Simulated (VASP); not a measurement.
A run of VASP 6.6.1:

INCAR

```
SYSTEM = TiAl3
PREC = Accurate
ENCUT = 600
EDIFF = 1E-6
ISMEAR = 0
SIGMA = 0.1
LREAL = .False.
LASPH = .True.
NELM = 100
ALGO = Normal
ISIF = 3
LWAVE = .False.
LCHARG = .False.
GGA = PS
IBRION = 2
NSW = 100
EDIFFG = -0.005
```

KPOINTS

```
Automatic mesh
0
Gamma
  10 10 10
  0 0 0
```

File POSCAR:

```
TiAl3
1.0
    3.9556712500      0.0000000000      0.0000000000
    0.0000000000      3.9556712500      0.0000000000
    0.0000000000      0.0000000000      3.9556712500
Ti Al
1 3
Direct
    0.0000000000      0.0000000000      0.0000000000
    0.5000000000      0.5000000000      0.0000000000
    0.5000000000      0.0000000000      0.5000000000
    0.0000000000      0.5000000000      0.5000000000
```

Potentials or basis: VASP PAW PBE potentials, release 64 (Ti_sv, Al).

The run is started by

```sh
$ cat potpaw_PBE.64/Ti_sv/POTCAR potpaw_PBE.64/Al/POTCAR > POTCAR
$ mpirun -np 1 vasp_std > vasp.out
```

Hardware: 1 thread of Intel(R) Xeon(R) 6975P-C (Granite Rapids) (shared host).

Problem. How long does it take, and how much memory?

Solution. Wall time 44 s on 1 thread of Intel(R) Xeon(R) 6975P-C (Granite Rapids) (shared host), peak memory 0.22 GiB. Counts: scf iterations 28, k points 56, ion steps 3.
